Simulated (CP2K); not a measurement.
Runs of CP2K 2026.2 on TiC. It takes space group Fm-3m (No. 225, cubic). Conventional cell: a = 4.331 Å, b = 4.331 Å, c = 4.331 Å, α = 90.00°, β = 90.00°, γ = 90.00°. Ti (site symmetry m-3m) has 6 C at 2.17 Å as nearest neighbours. C (site symmetry m-3m) is surrounded by 6 Ti at 2.17 Å. The cell is a database's computed one.

| task | level | potentials or basis | cell | NGRIDS | CUTOFF of the grids | gap on the mesh (eV) | pressure (GPa) | V0 of scaled cells (Å³/atom) | B0 (GPa) |
| --- | --- | --- | --- | --- | --- | --- | --- | --- | --- |
| single point | PBEsol | POTENTIAL_UZH Ti GTH-PBE-q12, C GTH-PBE-q4; TZVP-MOLOPT-PBE-GTH basis | as given | 4 | 450 Ry | none | (a) | - | - |
| single point | PBEsol | POTENTIAL_UZH Ti GTH-PBE-q12, C GTH-PBE-q4; TZVP-MOLOPT-PBE-GTH basis | atoms moved at random, drawn with an rms of 0.05 Å | 5 | 450 Ry | none | -5.0 | - | - |
| equation of state | r2SCAN | POTENTIAL_UZH Ti GTH-SCAN-q12, C GTH-SCAN-q4; TZVP-MOLOPT-SCAN-GTH basis | as given | 4 | 675 Ry | - | - | 10.16 | (b) |
| equation of state | PBEsol | POTENTIAL_UZH Ti GTH-PBE-q12, C GTH-PBE-q4; TZVP-MOLOPT-PBE-GTH basis | as given | 4 | 450 Ry | - | - | 9.94 | 268 |

Alike in all rows: no spin polarisation; k mesh 11 × 11 × 11; smearing fermi-dirac 0.05 eV.

Problem. Estimate the missing entries.

Solution. (a) -5.5; (b) 262.

Caveats: the basis of atomic orbitals isn't converged, which shifts pressures, moduli and gaps; the potentials were made for another functional, which shifts forces and pressure (some runs).

A gap of «none» marks a metal or a gap under the smearing width.
